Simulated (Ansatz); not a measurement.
F (Cmce) from a database structure at its r2SCAN+rVV10 geometry, run in Ansatz at 4 levels of theory. No spin polarisation and no zero-point or thermal motion.

The HSE06 input:
```yaml
crystal:
  lattice:
    - [2.4728542882, -1.6104303596, 0.0]
    - [2.4728542882, 1.6104303596, 0.0]
    - [0.0, 0.0, 6.5449700122]
  atoms:
    - { symbol: F, position: [0.9054155717, 0.0945844283, 0.096391269] }
    - { symbol: F, position: [0.5945844283, 0.4054155717, 0.596391269] }
    - { symbol: F, position: [0.4054155717, 0.5945844283, 0.403608731] }
    - { symbol: F, position: [0.0945844283, 0.9054155717, 0.903608731] }
kpoints:
  mp_grid: { grid: [6, 6, 4] }
  band_path:
    path:
      - [0.0, 0.0, 0.0]
      - [0.5, 0.5, 0.0]
      - [0.3560295343, 0.6439704657, 0.0]
      - [-0.3560295343, 0.3560295343, 0.0]
      - [0.0, 0.0, 0.5]
      - [-0.3560295343, 0.3560295343, 0.5]
      - [0.3560295343, 0.6439704657, 0.5]
      - [0.5, 0.5, 0.5]
      - [0.0, 0.5, 0.0]
    npoints: 1
hamiltonian:
  xc: hse06
scf:
  occupations: { method: fixed }
  n_extra_bands: 5
output:
  forces: true
  stress: true
  eigenvalues: true
  write_density: true
  write_potential: true
  elf: true
  volumetric_format: npy
```

Main results, then, where recorded, the levels near the gap in eV from the Fermi energy (columns number the bands from 0), one row a point of the path (Γ, Y, F₀, Δ₀, Z, B₀, G₀, T, S):
```
Crystal: 4 atoms, lattice volume = 52.129 Å³
Symmetry: 8 space group operations
Space group: Cmce (ITA 64)
```
```
Basis set: ecut = 420 eV, 997 PW (Γ)
Bands: 19, of which v1, the nominal top of the filled ones, is band 14 counted from 1 (13 counted from 0)
k-points: 39 of 144
Exchange kernel: α = 0.2500, screened, ω = 0.2079 Å⁻¹, Wigner–Seitz truncation, v(0) = 1042.8763 eV·Å³, q-mesh 6×6×4
hybrid outer 1: dexx = +1.279e-2 eV, tail = 1.20e-4 eV
hybrid outer 2: dexx = +9.366e-7 eV, tail = 4.24e-8 eV, Δε = 4.77e-3 eV, ΔF = 1.12e-2 eV/Å
Free energy (F): -3220.880640 eV
Fermi energy:    -4.191907 eV
--- Forces (eV/Å), atoms counted from 1 ---
  atom   1  F       0.00000    -0.43156    -0.90774
  atom   2  F       0.00000      0.43156    -0.90774
  atom   3  F       0.00000    -0.43156      0.90774
  atom   4  F       0.00000      0.43156      0.90774
--- Stress (GPa, compression-positive) ---
        2.660243       0.000000       0.000000
        0.000000       1.388550       0.000000
        0.000000       0.000000      -3.901541
  P = ⅓ Tr σ = 0.0491 GPa (0.491 kbar)
```
```tsv
band_9	band_10	band_11	band_12	band_13	band_14	band_15	band_16
-3.254	-0.494	-0.183	-0.036	0.000	6.148	7.490	12.549
-3.694	-0.996	-0.672	-0.258	-0.246	6.578	7.350	17.848
-3.995	-0.798	-0.527	-0.220	-0.217	6.760	7.161	18.190
-3.995	-0.798	-0.527	-0.220	-0.217	6.760	7.161	18.190
-3.275	-0.371	-0.371	-0.018	-0.018	6.769	6.769	13.601
-4.168	-0.494	-0.494	-0.318	-0.318	6.947	6.947	18.730
-4.168	-0.494	-0.494	-0.318	-0.318	6.947	6.947	18.730
-3.744	-0.607	-0.607	-0.480	-0.480	6.952	6.952	18.284
-3.540	-0.562	-0.562	-0.102	-0.102	6.944	6.944	17.513
```

With HSE06 the gap is 6.15 eV and direct, at Γ.

DDH-PBE0. Against the first input these blocks differ (the band path and keys that only write files left aside):
```yaml
crystal:
  # lattice and atoms as above
  host: atoms
hamiltonian:
  xc:
    exchange: pbe
    correlation: pbe
    exx: { coeff: inverse_dielectric }
```

```
ε∞ on k-mesh 4×4×2 of a primitive cell: xx 1.6071, yy 1.8474, zz 2.6098; 3/Tr ε∞, of that cell with its empty space = 0.49469330867075595
Basis set: ecut = 420 eV, 997 PW (Γ)
Bands: 19, of which v1, the nominal top of the filled ones, is band 14 counted from 1 (13 counted from 0)
k-points: 39 of 144
hybrid outer 1: dexx = +1.098e-1 eV, tail = 1.13e-3 eV
hybrid outer 2: dexx = +5.421e-5 eV, tail = 2.95e-6 eV, Δε = 1.38e-2 eV, ΔF = 4.16e-2 eV/Å
hybrid outer 3: dexx = +1.519e-7 eV, tail = 2.18e-8 eV, Δε = 7.96e-4 eV, ΔF = 4.90e-5 eV/Å
Free energy (F): -3220.544687 eV
Fermi energy:    -7.058563 eV
--- Forces (eV/Å), atoms counted from 1 ---
  atom   1  F       0.00000    -1.02033    -2.14914
  atom   2  F       0.00000      1.02033    -2.14914
  atom   3  F       0.00000    -1.02033      2.14914
  atom   4  F       0.00000      1.02033      2.14914
--- Stress (GPa, compression-positive) ---
        2.246983       0.000000       0.000000
        0.000000      -1.040758       0.000000
        0.000000       0.000000     -13.387882
  P = ⅓ Tr σ = -4.0606 GPa (-40.606 kbar)
```
```tsv
band_9	band_10	band_11	band_12	band_13	band_14	band_15	band_16
-3.396	-0.494	-0.172	-0.036	0.000	10.930	12.561	16.695
-3.836	-1.003	-0.674	-0.265	-0.246	11.482	12.387	22.036
-4.027	-0.805	-0.519	-0.223	-0.212	11.685	12.143	22.369
-4.027	-0.805	-0.519	-0.223	-0.212	11.685	12.143	22.369
-3.417	-0.368	-0.368	-0.018	-0.018	11.651	11.651	17.887
-4.265	-0.501	-0.501	-0.307	-0.307	11.902	11.902	22.915
-4.265	-0.501	-0.501	-0.307	-0.307	11.902	11.902	22.915
-3.830	-0.614	-0.614	-0.484	-0.484	11.911	11.911	22.470
-3.659	-0.553	-0.553	-0.097	-0.097	11.879	11.879	21.737
```

With DDH-PBE0 the gap is 10.93 eV and direct, at Γ. The mean pressure at these positions is -4.1 GPa, compression counted positive. The stress of a hybrid is loosely converged here.

Q: In the first input these blocks are replaced (the band path and keys that only write files left aside):
```yaml
hamiltonian:
  xc: pbe0
```
What comes out?

A:
```
Basis set: ecut = 420 eV, 997 PW (Γ)
Bands: 19, of which v1, the nominal top of the filled ones, is band 14 counted from 1 (13 counted from 0)
k-points: 39 of 144
hybrid outer 1: dexx = +1.863e-2 eV, tail = 1.09e-4 eV
hybrid outer 2: dexx = +2.015e-6 eV, tail = 5.90e-8 eV, Δε = 4.84e-3 eV, ΔF = 9.81e-3 eV/Å
hybrid outer 3: dexx = +1.889e-9 eV, tail = 4.58e-9 eV, Δε = 1.21e-4 eV, ΔF = 7.55e-5 eV/Å
Free energy (F): -3221.299756 eV
Fermi energy:    -4.608739 eV
--- Forces (eV/Å), atoms counted from 1 ---
  atom   1  F       0.00000    -0.42891    -0.90220
  atom   2  F       0.00000      0.42891    -0.90220
  atom   3  F       0.00000    -0.42891      0.90220
  atom   4  F       0.00000      0.42891      0.90220
--- Stress (GPa, compression-positive) ---
        2.683208       0.000000       0.000000
        0.000000       1.436108       0.000000
        0.000000       0.000000      -3.807821
  P = ⅓ Tr σ = 0.1038 GPa (1.038 kbar)
```
```tsv
band_9	band_10	band_11	band_12	band_13	band_14	band_15	band_16
-3.253	-0.494	-0.182	-0.035	0.000	6.958	8.309	13.354
-3.695	-1.000	-0.673	-0.258	-0.246	7.391	8.168	18.654
-3.996	-0.801	-0.527	-0.220	-0.217	7.574	7.977	18.995
-3.996	-0.801	-0.527	-0.220	-0.217	7.574	7.977	18.995
-3.274	-0.371	-0.371	-0.017	-0.017	7.583	7.583	14.408
-4.170	-0.495	-0.495	-0.318	-0.318	7.762	7.762	19.536
-4.170	-0.495	-0.495	-0.318	-0.318	7.762	7.762	19.536
-3.743	-0.609	-0.609	-0.481	-0.481	7.767	7.767	19.090
-3.540	-0.563	-0.563	-0.102	-0.102	7.759	7.759	18.320
```
PBE0 gives a direct gap of 6.96 eV at Γ. The mean stress is close to zero (0.1 GPa). (The program warns that its thresholds are loose for a hybrid's stress.)

Q: In the first input these blocks are replaced (the band path and keys that only write files left aside):
```yaml
hamiltonian:
  xc: hf
```
What comes out?

A:
```
Basis set: ecut = 420 eV, 997 PW (Γ)
Bands: 19, of which v1, the nominal top of the filled ones, is band 14 counted from 1 (13 counted from 0)
k-points: 39 of 144
hybrid outer 1: dexx = +6.930e-1 eV, tail = 1.52e-2 eV
hybrid outer 2: dexx = +9.708e-4 eV, tail = 1.48e-4 eV, Δε = 4.81e-2 eV, ΔF = 4.62e-2 eV/Å
hybrid outer 3: dexx = +2.060e-5 eV, tail = 6.93e-6 eV, Δε = 6.23e-3 eV, ΔF = 8.74e-3 eV/Å
hybrid outer 4: dexx = +1.261e-7 eV, tail = 3.08e-7 eV, Δε = 7.94e-4 eV, ΔF = 5.99e-4 eV/Å
hybrid outer 5: dexx = +4.312e-9 eV, tail = 1.20e-8 eV, Δε = 5.11e-5 eV, ΔF = 4.30e-4 eV/Å
Free energy (F): -3185.723608 eV
Fermi energy:    -11.013857 eV
--- Forces (eV/Å), atoms counted from 1 ---
  atom   1  F       0.00000    -1.51474    -3.22167
  atom   2  F       0.00000      1.51474    -3.22167
  atom   3  F       0.00000    -1.51474      3.22167
  atom   4  F       0.00000      1.51474      3.22167
--- Stress (GPa, compression-positive) ---
        3.215650       0.000000       0.000000
        0.000000      -1.497542       0.000000
        0.000000       0.000000     -19.597995
  P = ⅓ Tr σ = -5.9600 GPa (-59.600 kbar)
```
```tsv
band_9	band_10	band_11	band_12	band_13	band_14	band_15	band_16
-2.203	-0.497	-0.146	-0.041	0.000	19.077	21.530	23.387
-2.365	-1.031	-0.657	-0.285	-0.254	20.007	21.258	28.776
-2.491	-0.830	-0.510	-0.241	-0.212	20.268	20.863	29.090
-2.491	-0.830	-0.510	-0.241	-0.212	20.268	20.863	29.090
-2.713	-0.377	-0.377	-0.021	-0.021	19.993	19.993	25.058
-2.851	-0.523	-0.523	-0.269	-0.269	20.550	20.550	29.643
-2.851	-0.523	-0.523	-0.269	-0.269	20.550	20.550	29.643
-2.666	-0.639	-0.639	-0.508	-0.508	20.566	20.566	29.202
-2.666	-0.554	-0.554	-0.095	-0.095	20.474	20.474	28.566
```
Hartree-Fock gives a direct gap of 19.08 eV at Γ. With the atoms held, the mean pressure is -6.0 GPa (compression positive). The stress of a hybrid is loosely converged here.

Totals of different functionals can't be compared.

The meshes of the hybrids are coarse, so their gaps aren't converged to the digits shown.
